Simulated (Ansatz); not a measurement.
SiNi:

```
CELL_PARAMETERS angstrom
4.50369 0.00000 0.00000
0.00000 4.50369 0.00000
0.00000 0.00000 4.50369
ATOMIC_POSITIONS crystal
Ni 0.14950 0.14950 0.14950
Ni 0.64950 0.35050 0.85050
Ni 0.85050 0.64950 0.35050
Ni 0.35050 0.85050 0.64950
Si 0.84683 0.84683 0.84683
Si 0.34683 0.65317 0.15317
Si 0.15317 0.34683 0.65317
Si 0.65317 0.15317 0.34683
```

The cell is a database's computed one.

* Program: Ansatz 0.2.0
* Task: relaxation of cell and atoms
* Functional: RPBE
* Dispersion: D4
* Potentials or basis: Ansatz PAW
* Cutoff: 420 eV (not typed: the program's choice for these potentials)
* k mesh: 6 × 6 × 6
* Occupations: fermi-dirac, width 0.05 eV
* Spin: collinear spin, ferromagnetic start
* Starting moments: [1.0, 1.0, 1.0, 1.0, 0.0, 0.0, 0.0, 0.0] μB

At the start: volume 11.42 Å³/atom.

Question: How do energy, volume and symmetry change on relaxing?

Answer: It ends after 5 steps and the volume is 10.95 Å³/atom (-4.1 %); space group P2_13 (No. 198, to 0.05 Å); moment 0.00 μB per cell.

The path:
| step | energy change (eV) | largest force (eV/Å) | volume (Å³) |
| --- | --- | --- | --- |
| 1 | 0.0000 | 0.0252 | 91.35 |
| 2 | -0.0765 | 0.0090 | 89.26 |
| 3 | -0.0970 | 0.0031 | 87.42 |
| 4 | -0.0971 | 0.0004 | 87.58 |
| 5 | -0.0956 | 0.0003 | 87.58 |

Final structure:
```yaml
crystal:
  lattice:
    - [4.44085, 0.00000, 0.00000]
    - [0.00000, 4.44085, 0.00000]
    - [0.00000, 0.00000, 4.44085]
  atoms:
    - { symbol: Ni, position: [0.14963, 0.14963, 0.14963] }
    - { symbol: Ni, position: [0.64963, 0.35037, 0.85037] }
    - { symbol: Ni, position: [0.85037, 0.64963, 0.35037] }
    - { symbol: Ni, position: [0.35037, 0.85037, 0.64963] }
    - { symbol: Si, position: [0.84680, 0.84680, 0.84680] }
    - { symbol: Si, position: [0.34680, 0.65320, 0.15320] }
    - { symbol: Si, position: [0.15320, 0.34680, 0.65320] }
    - { symbol: Si, position: [0.65320, 0.15320, 0.34680] }
```

Caveat: the plane-wave basis is chosen anew once the cell has moved, so the energies of steps on either side of that aren't comparable; pairwise dispersion overbinds metals, which lowers pressure and volume; the PAW data sets come from PBE, with cores solved anew for the run's functional, which leaves a small shift of forces and pressure; the starting moments weren't kept.
